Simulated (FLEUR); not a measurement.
**Ti: equation of state with SCAN**

The system is Ti.

```
Ti
1.0
    -1.64100    1.64100    1.64100
     1.64100   -1.64100    1.64100
     1.64100    1.64100   -1.64100
Ti
1
Direct
  0.00000 0.00000 0.00000
```

This isn't the form of Ti at room conditions, which is hcp.

* Program: FLEUR MaX-R8.1 (later development tree)
* Task: equation of state
* Functional: SCAN
* Potentials or basis: all-electron
* Basis: FLAPW
* Kmax: 4.1 1/bohr
* k mesh: 11 × 11 × 11
* Occupations: fermi-dirac, width 0.05 eV
* Spin: no spin polarisation

- Equilibrium volume: 16.99 Å³/atom
- Bulk modulus: 110 GPa

Energy against volume, from the lowest point:
| volume (Å³/atom) | energy (meV/atom) |
| --- | --- |
| 16.616 | 2.95 |
| 16.969 | 0.00 |
| 17.676 | 8.86 |
| 18.383 | 34.75 |
| 18.737 | 53.17 |

Caveat: the meta-GGA is that of a development version, with a GGA for the radial functions and cores and without core tails.
